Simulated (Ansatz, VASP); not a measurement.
## One calculation of Se, two programs

```
Se
1.0
     2.75319    0.00000    0.00000
     0.00000    2.75319    0.00000
     0.00000    0.00000    2.75319
Se
1
Direct
  0.00000 0.00000 0.00000
```

Change from the starting cell: volume scaled by 0.94.

Alike in both runs: task single point; functional PBE; k mesh 9 × 9 × 9; occupations fermi-dirac, width 0.05 eV; no spin polarisation.

|  | VASP | Ansatz |
| --- | --- | --- |
| version | VASP 6.6.1 | Ansatz 0.2.0 |
| potentials or method | VASP PAW PBE potentials, release 64 (Se) | Ansatz PAW |
| plane-wave cutoff (eV) | 520 | 420 |
| valence electrons in the cell | 6 | 16 |

```csv
,VASP,Ansatz,Ansatz less VASP
gap on the k mesh at the Fermi level (eV),none,none,-
pressure (GPa),7.5,7.5,-0.06
```

A gap of «none» marks a metal or a gap that the smearing closes. The two sets of potentials don't hold the same shells in valence.
